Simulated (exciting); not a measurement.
# Cd (P6_3/mmc) in exciting: reference runs

Reference runs on Cd: the cell as given.

All numbers are computed with exciting (release sodium); they aren't measurements. Logs are shortened: lines on timing, memory, paths and dates and some standing lists are left out, and cuts for length are marked.

**1. Starting point**

It takes space group P6_3/mmc (No. 194, hexagonal). Conventional cell: a = 2.979 Å, b = 2.979 Å, c = 5.618 Å, α = 90.00°, β = 90.00°, γ = 120.00°. Cd (site symmetry -6m2) is surrounded by 12 Cd at 2.98 to 3.29 Å.

**2. Single point, PBE**

Input file input.xml:

```xml
<input>
  <title>Cd</title>
  <structure speciespath="./" tshift="false">
    <crystal scale="1">
      <basevect>5.629248460864 0.000000000000 0.000000000000</basevect>
      <basevect>-2.814624230432 4.875072171377 0.000000000000</basevect>
      <basevect>0.000000000000 0.000000000000 10.615819964004</basevect>
    </crystal>
    <species speciesfile="Cd.xml" rmt="2.3">
      <atom coord="0.666666666700 0.333333333300 0.750000000000"/>
      <atom coord="0.333333333300 0.666666666700 0.250000000000"/>
    </species>
  </structure>
  <groundstate do="fromscratch" ngridk="10 10 5" rgkmax="9" gmaxvr="14" lmaxapw="10" lmaxmat="10" lmaxvr="8" xctype="GGA_PBE" stype="Fermi Dirac" swidth="0.00183747" nempty="10" ValenceRelativity="iora*" epsengy="1e-05" epspot="1e-05" maxscl="60" tforce="true" outputlevel="normal"/>
  <properties>
    <chargedensityplot>
      <plot3d>
        <box grid="15 15 29">
          <origin coord="0 0 0"/>
          <point coord="1 0 0"/>
          <point coord="0 1 0"/>
          <point coord="0 0 1"/>
        </box>
      </plot3d>
    </chargedensityplot>
    <elfplot>
      <plot3d>
        <box grid="15 15 29">
          <origin coord="0 0 0"/>
          <point coord="1 0 0"/>
          <point coord="0 1 0"/>
          <point coord="0 0 1"/>
        </box>
      </plot3d>
    </elfplot>
    <exccplot>
      <plot3d>
        <box grid="15 15 29">
          <origin coord="0 0 0"/>
          <point coord="1 0 0"/>
          <point coord="0 1 0"/>
          <point coord="0 0 1"/>
        </box>
      </plot3d>
    </exccplot>
  </properties>
</input>
```

Potentials or basis: all-electron LAPW+lo, shipped species files, valence relativity iora*.

The run is started by

```bash
OMP_NUM_THREADS=1 exciting_smp
```

INFO.OUT:

```text
================================================================================
EXCITING SODIUM started
[... 10 lines left out ...]

 Lattice vectors (cartesian) :
      5.6292484609      0.0000000000      0.0000000000
     -2.8146242304      4.8750721714      0.0000000000
      0.0000000000      0.0000000000     10.6158199640

 Reciprocal lattice vectors (cartesian) :
      1.1161677000      0.6444197220     -0.0000000000
      0.0000000000      1.2888394441      0.0000000000
      0.0000000000     -0.0000000000      0.5918699948

 Unit cell volume                           :     291.3298678374
 Brillouin zone volume                      :       0.8514410667

 Species :    1 (Cd)
     parameters loaded from                 :    Cd.xml
     name                                   :    cadmium
     nuclear charge                         :     -48.00000000
     electronic charge                      :      48.00000000
     atomic mass                            :  204912.71750000
     muffin-tin radius                      :       2.30000000
     # of radial points in muffin-tin       :     400

     atomic positions (lattice) :
       1 :   0.66666667  0.33333333  0.75000000
       2 :   0.33333333  0.66666667  0.25000000

 Total number of atoms per unit cell        :       2

 Spin treatment                             :    spin-unpolarised

 Number of Bravais lattice symmetries       :      24
 Number of crystal symmetries               :      12

 k-point grid                               :      10   10    5
 Total number of k-points                   :      58
 k-point set is reduced with crystal symmetries

 R^MT_min * |G+k|_max (rgkmax)              :       9.00000000
 Species with R^MT_min                      :       1 (Cd)
 Maximum |G+k| for APW functions            :       3.91304348
 Maximum |G| for potential and density      :      14.00000000

 G-vector grid sizes                        :      27    27    48
 Total number of G-vectors                  :   13547

 Maximum angular momentum used for
     APW functions                          :      10
     computing H and O matrix elements      :      10
     potential and density                  :       8
     inner part of muffin-tin               :       2

 Total nuclear charge                       :     -96.00000000
 Total electronic charge                    :      96.00000000
 Total core charge                          :      60.00000000
 Total valence charge                       :      36.00000000

 Number of empty states                     :      10
 Total number of valence states             :      29

 Maximum Hamiltonian size                   :     337
 Maximum number of plane-waves              :     313
 Total number of local-orbitals             :      24

 Exchange-correlation type                  :      20
[... 23 lines left out ...]
+ SCF iteration number :    1                                                  +
++++++++++++++++++++++++++++++++++++++++++++++++++++++++++++++++++++++++++++++++
 Total energy                               :    -11184.77836471
 _______________________________________________________________
 Fermi energy                               :         0.28215441
 Kinetic energy                             :     11739.71124664
 Coulomb energy                             :    -22615.13074163
 Exchange energy                            :      -304.20172013
 Correlation energy                         :        -5.15714959

 DOS at Fermi energy (states/Ha/cell)       :         7.34426204

 Electron charges :
     core                                   :        60.00000000
     core leakage                           :         0.00242291
     valence                                :        36.00000000
     interstitial                           :         4.09697864
     charge in muffin-tin spheres :
                  atom     1    Cd          :        45.95151068
                  atom     2    Cd          :        45.95151068
     total charge in muffin-tins            :        91.90302136
     total charge                           :        96.00000000

++++++++++++++++++++++++++++++++++++++++++++++++++++++++++++++++++++++++++++++++
+ SCF iteration number :    2                                                  +
++++++++++++++++++++++++++++++++++++++++++++++++++++++++++++++++++++++++++++++++
 Total energy                               :    -11189.24174159
 _______________________________________________________________
 Fermi energy                               :         0.27714986
 Kinetic energy                             :     11736.92742136
 Coulomb energy                             :    -22616.70173710
 Exchange energy                            :      -304.30903263
 Correlation energy                         :        -5.15839322

 DOS at Fermi energy (states/Ha/cell)       :         7.04626198

 Electron charges :
     core                                   :        60.00000000
     core leakage                           :         0.00238738
     valence                                :        36.00000000
     interstitial                           :         4.05307435
     charge in muffin-tin spheres :
                  atom     1    Cd          :        45.97346283
                  atom     2    Cd          :        45.97346283
     total charge in muffin-tins            :        91.94692565
     total charge                           :        96.00000000
[... 325 lines left out ...]
++++++++++++++++++++++++++++++++++++++++++++++++++++++++++++++++++++++++++++++++
+ SCF iteration number :   14                                                  +
++++++++++++++++++++++++++++++++++++++++++++++++++++++++++++++++++++++++++++++++
 Total energy                               :    -11192.04502518
 _______________________________________________________________
 Fermi energy                               :         0.26376630
 Kinetic energy                             :     11734.28531861
 Coulomb energy                             :    -22616.81250659
 Exchange energy                            :      -304.35843546
 Correlation energy                         :        -5.15940174

 DOS at Fermi energy (states/Ha/cell)       :         6.83164249

 Electron charges :
     core                                   :        60.00000000
     core leakage                           :         0.00235595
     valence                                :        36.00000000
     interstitial                           :         4.02538629
     charge in muffin-tin spheres :
                  atom     1    Cd          :        45.98730686
                  atom     2    Cd          :        45.98730686
     total charge in muffin-tins            :        91.97461371
     total charge                           :        96.00000000

 RMS change in effective potential (target) :  0.711383E-09  ( 0.100000E-04)
 Absolute change in total energy   (target) :  0.694487E-06  ( 0.100000E-04)
 Charge distance                   (target) :  0.174292E-09  ( 0.100000E-04)
 Abs. change in max-nonIBS-force   (target) :  0.114658E-09  ( 0.500000E-04)

++++++++++++++++++++++++++++++++++++++++++++++++++++++++++++++++++++++++++++++++
| Convergency criteria checked for the last 2 iterations                       +
| Convergence targets achieved. Performing final SCF iteration                 +
++++++++++++++++++++++++++++++++++++++++++++++++++++++++++++++++++++++++++++++++
 Total energy                               :    -11192.04502533
 _______________________________________________________________
 Fermi energy                               :         0.26376630
 Kinetic energy                             :     11734.28531854
 Coulomb energy                             :    -22616.81250667
 Exchange energy                            :      -304.35843546
 Correlation energy                         :        -5.15940174

 DOS at Fermi energy (states/Ha/cell)       :         6.83164248

 Electron charges :
     core                                   :        60.00000000
     core leakage                           :         0.00235595
     valence                                :        36.00000000
     interstitial                           :         4.02538629
     charge in muffin-tin spheres :
                  atom     1    Cd          :        45.98730686
                  atom     2    Cd          :        45.98730686
     total charge in muffin-tins            :        91.97461371
     total charge                           :        96.00000000

++++++++++++++++++++++++++++++++++++++++++++++++++++++++++++++++++++++++++++++++
+ Self-consistent loop stopped                                                 +
++++++++++++++++++++++++++++++++++++++++++++++++++++++++++++++++++++++++++++++++
 STATE.OUT is written

--------------------------------------------------------------------------------
- Writing atomic positions and forces                                          -
--------------------------------------------------------------------------------

 Atomic positions (lattice) :
 atom     1  Cd  :     0.66666667    0.33333333    0.75000000
 atom     2  Cd  :     0.33333333    0.66666667    0.25000000

 Total atomic forces including IBS (cartesian) :
 atom     1  Cd  :    -0.00000000   -0.00000000    0.00000043
 atom     2  Cd  :     0.00000000    0.00000000   -0.00000043

 Atomic force components including IBS (cartesian) :
 atom     1  Cd  :    -0.00000000    0.00000000    0.00000227   HF force
                 :    -0.00000000   -0.00000000   -0.00000144   core correction
                 :    -0.00000000    0.00000000   -0.00000041   IBS correction
 atom     2  Cd  :     0.00000000   -0.00000000   -0.00000227   HF force
                 :     0.00000000    0.00000000    0.00000144   core correction
                 :     0.00000000   -0.00000000    0.00000041   IBS correction

********************************************************************************
[... 7 lines left out ...]
| EXCITING SODIUM stopped                                                      =
================================================================================
```

Wall time 4.3 min (1 thread of Arm Neoverse N1, shared host); peak memory 0.13 GiB.

What came out:

```yaml
Free_energy: -304551.0622 eV
Band_gap_on_the_k_mesh: none (metal or under the smearing width)
All_electrons_inside_the_program's_atomic_spheres: Cd 45.99 (radii Cd 2.3 bohr)
```

Caveat: the log's total energy holds no entropy term; the free energy is that total less TS from the occupations.
